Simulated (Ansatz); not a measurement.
The system is MnO2.

```
Mn O
1.0
     1.42843    0.82471    4.58393
    -1.42843    0.82471    4.58393
     0.00000   -1.64941    4.58393
Mn O
1 2
Direct
  0.00000 0.00000 0.00000
  0.73564 0.73564 0.73564
  0.26436 0.26436 0.26436
```

Measurements of this composition are mostly on another form, of space group No. 136.

Base run:

```yaml
Program: Ansatz 0.2.0
Functional: LDA
Potentials_or_basis: Ansatz PAW
Cutoff: "420 eV (not typed: the program's choice for these potentials)"
k_mesh: 11 × 11 × 11
Occupations: fermi-dirac, width 0.05 eV
Spin: collinear spin, ferromagnetic start
Starting_moments: "[4.0, 0.0, 0.0] μB"
```

Its results: band gap on the k mesh 0.48 eV, indirect (least direct gap 0.53 eV); pressure -8.7 GPa; net moment 3.00 μB per cell; site moments Mn +2.47; O +0.06 μB; largest force 0.552 eV/Å.

Task: The run is repeated on the same cell with these changes: functional from LDA to r2SCAN; cutoff from 420 eV (not typed: the program's choice for these potentials) to 500 eV (not typed: the program's choice for these potentials). What comes out?

Result: Band gap on the k mesh 1.95 eV, indirect (least direct gap 2.05 eV); pressure -0.6 GPa; net moment 3.00 μB per cell; site moments Mn +2.59; O +0.02 μB; largest force 0.079 eV/Å.

r2SCAN gives the wider gap, since meta-GGAs in the generalised Kohn-Sham scheme recover part of the derivative discontinuity.

Caveats: a cell with one magnetic atom can't hold antiferromagnetic order, which such compounds often take; the PAW data sets come from PBE, with cores solved anew for the run's functional, which leaves a small shift of forces and pressure; the magnetic or orbital state may not be the lowest (some runs).
